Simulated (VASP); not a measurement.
# BaO (Fm-3m) in VASP: Born charges and dielectric tensor with RPBE

Aim: the Born charges and dielectric tensor of BaO with RPBE.

Program: VASP 6.6.1. These are calculated values, not measurements. Logs are shortened: lines on timing, memory, paths and dates and some standing lists are left out, and cuts for length are marked.

## 1. The crystal as given

It takes space group Fm-3m (No. 225, cubic). Conventional cell: a = 5.679 Å, b = 5.679 Å, c = 5.679 Å, α = 90.00°, β = 90.00°, γ = 90.00°. Ba (site symmetry m-3m) is surrounded by 6 O at 2.84 Å. Around O (site symmetry m-3m) lie 6 Ba at 2.84 Å.

The cell is a database's computed one.

## 2. Born charges and dielectric tensor, RPBE

Contents of INCAR:

```
ALGO = Normal ; EDIFF = 1E-8
ENCUT = 600 ; GGA = RP
IBRION = 8 ; ISIF = 2
ISMEAR = 0 ; LASPH = T
LCHARG = F ; LEPSILON = T
LREAL = F ; LWAVE = F
NELM = 80 ; NSW = 1
PREC = Accurate ; SIGMA = 0.02
```

Contents of KPOINTS:

```
k-points
0
Gamma
  8 8 8
```

Contents of POSCAR:

```
BaO
1.0
    0.0000000000      2.8396800000      2.8396800000
    2.8396800000      0.0000000000      2.8396800000
    2.8396800000      2.8396800000      0.0000000000
Ba O
1 1
Direct
    0.0000000000      0.0000000000      0.0000000000
    0.5000000000      0.5000000000      0.5000000000
```

Potentials or basis: VASP PAW PBE potentials, release 64 (Ba_sv, O).

The run is started by

```console
cat potpaw_PBE.64/Ba_sv/POTCAR potpaw_PBE.64/O/POTCAR > POTCAR
mpirun -np 1 vasp_std > vasp.out
```

OUTCAR:

```text
EDIFF = 1E-8
   ENCUT = 600
   GGA = RP
   IBRION = 8
   ISIF = 2
   ISMEAR = 0
   LASPH = T
   LEPSILON = T
   LREAL = F
   NELM = 80
   NSW = 1
   PREC = Accurate

 ion  position               nearest neighbor table
   1  0.000  0.000  0.000-   2 2.84   2 2.84   2 2.84   2 2.84   2 2.84   2 2.84
   2  0.500  0.500  0.500-   1 2.84   1 2.84   1 2.84   1 2.84   1 2.84   1 2.84

  LATTYP: Found a face centered cubic cell.
 ALAT       =     5.6793600000

  Lattice vectors:

 A1 = (   0.0000000000,   2.8396800000,   2.8396800000)
 A2 = (   2.8396800000,   0.0000000000,   2.8396800000)
 A3 = (   2.8396800000,   2.8396800000,   0.0000000000)

Analysis of symmetry for initial positions (statically):
=====================================================================
 Subroutine PRICEL returns:
 Original cell was already a primitive cell.

 Routine SETGRP: Setting up the symmetry group for a
 face centered cubic supercell.

 Subroutine GETGRP returns: Found 48 space group operations
 (whereof 48 operations were pure point group operations)
 out of a pool of 48 trial point group operations.

The static configuration has the point symmetry O_h .

Analysis of symmetry for dynamics (positions and initial velocities):
=====================================================================
 Subroutine PRICEL returns:
 Original cell was already a primitive cell.

 Routine SETGRP: Setting up the symmetry group for a
 face centered cubic supercell.

 Subroutine GETGRP returns: Found 48 space group operations
 (whereof 48 operations were pure point group operations)
 out of a pool of 48 trial point group operations.

The dynamic configuration has the point symmetry O_h .

 Subroutine INISYM returns: Found 48 space group operations
 (whereof 48 operations are pure point group operations),
 and found     1 'primitive' translations

----------------------------------------------------------------------------------------

                                     Primitive cell

  volume of cell :      45.7971

  direct lattice vectors                    reciprocal lattice vectors
     0.000000000  2.839680000  2.839680000    -0.176076178  0.176076178  0.176076178
     2.839680000  0.000000000  2.839680000     0.176076178 -0.176076178  0.176076178
     2.839680000  2.839680000  0.000000000     0.176076178  0.176076178 -0.176076178

  length of vectors
     4.015913969  4.015913969  4.015913969     0.304972886  0.304972886  0.304972886

  position of ions in fractional coordinates (direct lattice)
     0.000000000  0.000000000  0.000000000
     0.500000000  0.500000000  0.500000000

  ion indices of the primitive-cell ions
   primitive index   ion index
                 1           1
                 2           2

----------------------------------------------------------------------------------------

 KPOINTS: k-points

Automatic generation of k-mesh.
 Grid dimensions read from file:
 generate k-points for:    8    8    8

 Generating k-lattice:

  Cartesian coordinates                     Fractional coordinates (reciprocal lattice)
    -0.022009522  0.022009522  0.022009522     0.125000000  0.000000000  0.000000000
     0.022009522 -0.022009522  0.022009522     0.000000000  0.125000000  0.000000000
     0.022009522  0.022009522 -0.022009522     0.000000000  0.000000000  0.125000000

  Length of vectors
     0.038121611  0.038121611  0.038121611

  Shift w.r.t. Gamma in fractional coordinates (k-lattice)
     0.000000000  0.000000000  0.000000000

 Subroutine IBZKPT returns following result:
 ===========================================

 Found     29 irreducible k-points:

 Following reciprocal coordinates:
            Coordinates               Weight
  0.000000  0.000000  0.000000      1.000000
  0.125000  0.000000  0.000000      8.000000
  0.250000  0.000000  0.000000      8.000000
  0.375000  0.000000  0.000000      8.000000
[... 464 lines left out ...]
     2.839680000  0.000000000  2.839680000     0.176076178 -0.176076178  0.176076178
     2.839680000  2.839680000  0.000000000     0.176076178  0.176076178 -0.176076178

 POSITION                                       TOTAL-FORCE (eV/Angst)
 -----------------------------------------------------------------------------------
      0.00000      0.00000      0.00000        -0.000000     -0.000000      0.000000
      2.83968      2.83968      2.83968         0.000000      0.000000     -0.000000
 -----------------------------------------------------------------------------------
    total drift:                                0.000000     -0.000000      0.000000

  FREE ENERGIE OF THE ION-ELECTRON SYSTEM (eV)
  ---------------------------------------------------
  free  energy   TOTEN  =       -11.1434270763 eV

  energy  without entropy=      -11.1434270763  energy(sigma->0) =      -11.14342708

 HEAD OF MICROSCOPIC STATIC DIELECTRIC TENSOR (INDEPENDENT PARTICLE, excluding Hartree and local field effects)
 ------------------------------------------------------
           4.317640    -0.000000    -0.000000
          -0.000000     4.317640    -0.000000
           0.000000     0.000000     4.317640
 ------------------------------------------------------

 Free energy of the ion-electron system (eV)
  ---------------------------------------------------
  ---------------------------------------------------
  free energy    TOTEN  =        -0.45834153 eV

  energy without entropy =       -0.45834153

------------------------ aborting loop because EDIFF is reached ----------------------------------------

--------------------------------------- Ionic step        2  -------------------------------------------

------------------------ aborting loop because EDIFF is reached ----------------------------------------

--------------------------------------- Ionic step        3  -------------------------------------------

------------------------ aborting loop because EDIFF is reached ----------------------------------------

 PIEZOELECTRIC TENSOR FIELD DIRECTION 3  (e Angst)
 -----------------------------------------------------------------------------
     0.00016  0.00000  0.00000           ( -0.00001  0.00000 -0.00000)
     0.00000  0.00016  0.00000           (  0.00000 -0.00001  0.00000)
    -0.00000  0.00000 -0.00080           ( -0.00000  0.00000 -0.00001)

 PIEZOELECTRIC TENSOR FIELD DIRECTION 3  (C/m^2)
 -----------------------------------------------------------------------------
     0.00006  0.00000  0.00000
     0.00000  0.00006  0.00000
    -0.00000  0.00000 -0.00028

--------------------------------------- Ionic step        4  -------------------------------------------

------------------------ aborting loop because EDIFF is reached ----------------------------------------

[... ionic steps 5 to 6 ...]

--------------------------------------- Ionic step        7  -------------------------------------------

 Free energy of the ion-electron system (eV)
  ---------------------------------------------------
  ---------------------------------------------------
  free energy    TOTEN  =        -0.36722706 eV

  energy without entropy =       -0.36722706

------------------------ aborting loop because EDIFF is reached ----------------------------------------

 INTERNAL STRAIN TENSOR  FOR ION    2  DIRECTION 1   (eV/Angst):
 -----------------------------------------------------------------------------
    -0.01769  0.00000 -0.00000
    -0.00000  0.00125  0.00000
    -0.00000  0.00000  0.00125

 MACROSCOPIC STATIC DIELECTRIC TENSOR (including local field effects in DFT)
 ------------------------------------------------------
           4.188623     0.000000     0.000000
          -0.000000     4.188623     0.000000
          -0.000000    -0.000000     4.188623
 ------------------------------------------------------

 PIEZOELECTRIC TENSOR (including local field effects)  for field in x, y, z        (e  Angst)
          XX          YY          ZZ          XY          YZ          ZX
  --------------------------------------------------------------------------------
  x     0.00000     0.00000     0.00000     0.00000     0.00000     0.00000
  y     0.00000     0.00000     0.00000     0.00000     0.00000     0.00000
  z     0.00000     0.00000     0.00000     0.00000     0.00000     0.00000

 PIEZOELECTRIC TENSOR (including local field effects)  for field in x, y, z        (C/m^2)
          XX          YY          ZZ          XY          YZ          ZX
  --------------------------------------------------------------------------------
  x     0.00000     0.00000     0.00000     0.00000     0.00000     0.00000
  y     0.00000     0.00000     0.00000     0.00000     0.00000     0.00000
  z     0.00000     0.00000     0.00000     0.00000     0.00000     0.00000

 BORN EFFECTIVE CHARGES (including local field effects) (in |e|, cummulative output)
 ---------------------------------------------------------------------------------
 ion    1
    1     2.70894     0.00000     0.00000
    2     0.00000     2.70894     0.00000
    3     0.00000     0.00000     2.70894
 ion    2
    1    -2.70894     0.00000     0.00000
    2     0.00000    -2.70894     0.00000
    3     0.00000     0.00000    -2.70894

 INTERNAL STRAIN TENSOR FOR ION    2 for displacements in x,y,z  (eV/Angst):
          X           Y           Z          XY          YZ          ZX
  --------------------------------------------------------------------------------
  x     0.00000     0.00000     0.00000     0.00000     0.00000     0.00000
  y     0.00000     0.00000     0.00000     0.00000     0.00000     0.00000
  z     0.00000     0.00000     0.00000     0.00000     0.00000     0.00000

 SECOND DERIVATIVES (NOT SYMMETRIZED)
 ------------------------------------
               1X          1Y          1Z          2X          2Y          2Z
  1X    -0.296326    0.000000    0.000000    0.296326    0.000000    0.000000
  1Y     0.000000   -0.296326    0.000000    0.000000    0.296326    0.000000
  1Z     0.000000    0.000000   -0.296326    0.000000    0.000000    0.296326
  2X     0.306021    0.000000    0.000000   -0.306021    0.000000    0.000000
  2Y     0.000000    0.306021    0.000000    0.000000   -0.306021    0.000000
  2Z     0.000000    0.000000    0.306021    0.000000    0.000000   -0.306021

 Eigenvectors and eigenvalues of the dynamical matrix
 ----------------------------------------------------

   1 f  =    2.280783 THz    14.330581 2PiTHz   76.078723 cm-1     9.432555 meV
             X         Y         Z           dx          dy          dz
      0.000000  0.000000  0.000000    -0.318434    0.000000    0.000000
      2.839680  2.839680  2.839680     0.947945    0.000000    0.000000
[... 21 lines left out ...]
   6 f/i=    0.011082 THz     0.069630 2PiTHz    0.369654 cm-1     0.045831 meV
             X         Y         Z           dx          dy          dz
      0.000000  0.000000  0.000000     0.000000    0.000000    0.947945
      2.839680  2.839680  2.839680     0.000000    0.000000    0.318434

--------------------------------------------------------------------------------------------------------

 MACROSCOPIC STATIC DIELECTRIC TENSOR IONIC CONTRIBUTION
 ------------------------------------------------------
          96.261487     0.000000     0.000000
           0.000000    96.261487     0.000000
           0.000000     0.000000    96.261487
 ------------------------------------------------------

 ELASTIC MODULI CONTR FROM IONIC RELAXATION (kBar)
 Direction    XX          YY          ZZ          XY          YZ          ZX
 --------------------------------------------------------------------------------
 XX           0.0000      0.0000      0.0000      0.0000      0.0000      0.0000
 YY           0.0000      0.0000      0.0000      0.0000      0.0000      0.0000
 ZZ           0.0000      0.0000      0.0000      0.0000      0.0000      0.0000
 XY           0.0000      0.0000      0.0000      0.0000      0.0000      0.0000
 YZ           0.0000      0.0000      0.0000      0.0000      0.0000      0.0000
 ZX           0.0000      0.0000      0.0000      0.0000      0.0000      0.0000
 --------------------------------------------------------------------------------

 PIEZOELECTRIC TENSOR IONIC CONTR  for field in x, y, z        (C/m^2)
          XX          YY          ZZ          XY          YZ          ZX
  --------------------------------------------------------------------------------
  x     0.00000     0.00000     0.00000     0.00000     0.00000     0.00000
  y     0.00000     0.00000     0.00000     0.00000     0.00000     0.00000
  z     0.00000     0.00000     0.00000     0.00000     0.00000     0.00000
```

It took 2.8 min on 1 thread of Intel Xeon 6975P-C (Granite Rapids), shared host; peak memory 0.28 GiB.

Results:

| Item | Value |
| --- | --- |
| Band gap on the k mesh | 2.31 eV, direct |
| Electronic dielectric tensor (diagonal) | 4.19 |
| Born charges (mean of the diagonal) | Ba +2.71; O -2.71 e |
| Highest phonon frequency at Γ, LO-TO splitting left out | 76 cm⁻¹ |

Phonon frequencies in cm⁻¹ (negative: imaginary):
| q point | frequencies |
| --- | --- |
| (0.000, 0.000, 0.000) | 0 0 0 76 76 76 |

Electronic dielectric tensor:
```
4.19 0.00 0.00
0.00 4.19 0.00
0.00 0.00 4.19
```

Born effective charge tensors (e):
atom 1, Ba
```
2.71 0.00 0.00
0.00 2.71 0.00
0.00 0.00 2.71
```
atom 2, O
```
-2.71  0.00  0.00
 0.00 -2.71  0.00
 0.00  0.00 -2.71
```

Caveat: spin-orbit coupling is left out, which moves the levels of the heavy elements.
